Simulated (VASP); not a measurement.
Set up this calculation in VASP 6.6.1, as the native input.

* Task: band structure
* Functional: LDA
* Potentials or basis: VASP PAW LDA potentials, release 64 (C)
* Cutoff: 520 eV
* k mesh: 12 × 12 × 12
* Occupations: gaussian, width 0.02 eV
* Spin: no spin polarisation
* Further INCAR settings: ALGO = Normal; EDIFF = 1e-06

The structure of C lies in POSCAR:

```
C
1.0
    0.0000000000      1.7833700000      1.7833700000
    1.7833700000      0.0000000000      1.7833700000
    1.7833700000      1.7833700000      0.0000000000
C
2
Direct
    0.7500000000      0.7500000000      0.7500000000
    0.5000000000      0.5000000000      0.5000000000
```

This isn't the form of C at room conditions, which is graphite.

The input as run:

INCAR

```
SYSTEM = C
PREC = Accurate
ENCUT = 520
EDIFF = 1E-6
ISMEAR = 0
SIGMA = 0.02
LREAL = .False.
LASPH = .True.
NELM = 60
ALGO = Normal
ISIF = 2
LWAVE = .False.
LCHARG = .False.
GGA = CA
```

KPOINTS

```
Automatic mesh
0
Gamma
  12 12 12
  0 0 0
```

KPOINTS_OPT

```
path GXWKGLUWLK,UX
20
line-mode
reciprocal
 0.0000000000  0.0000000000  0.0000000000  G
 0.5000000000  0.0000000000  0.5000000000  X

 0.5000000000  0.0000000000  0.5000000000  X
 0.5000000000  0.2500000000  0.7500000000  W

 0.5000000000  0.2500000000  0.7500000000  W
 0.3750000000  0.3750000000  0.7500000000  K

 0.3750000000  0.3750000000  0.7500000000  K
 0.0000000000  0.0000000000  0.0000000000  G

 0.0000000000  0.0000000000  0.0000000000  G
 0.5000000000  0.5000000000  0.5000000000  L

 0.5000000000  0.5000000000  0.5000000000  L
 0.6250000000  0.2500000000  0.6250000000  U

 0.6250000000  0.2500000000  0.6250000000  U
 0.5000000000  0.2500000000  0.7500000000  W

 0.5000000000  0.2500000000  0.7500000000  W
 0.5000000000  0.5000000000  0.5000000000  L

 0.5000000000  0.5000000000  0.5000000000  L
 0.3750000000  0.3750000000  0.7500000000  K

 0.6250000000  0.2500000000  0.6250000000  U
 0.5000000000  0.0000000000  0.5000000000  X
```

Potentials or basis: VASP PAW LDA potentials, release 64 (C).

Run with:

```console
$ cat potpaw_LDA.64/C/POTCAR > POTCAR
$ mpirun -np 1 vasp_std > vasp.out
```

It gave:

The pressure is -11.6 GPa. The band gap on the k mesh is 4.12 eV, indirect (least direct gap 5.54 eV) and the band gap along the path is 4.10 eV, indirect (least direct gap 5.54 eV).

Wall time 15 s on 1 thread of Intel(R) Xeon(R) Platinum 8488C (Sapphire Rapids), on a shared host, peak memory 0.12 GiB.
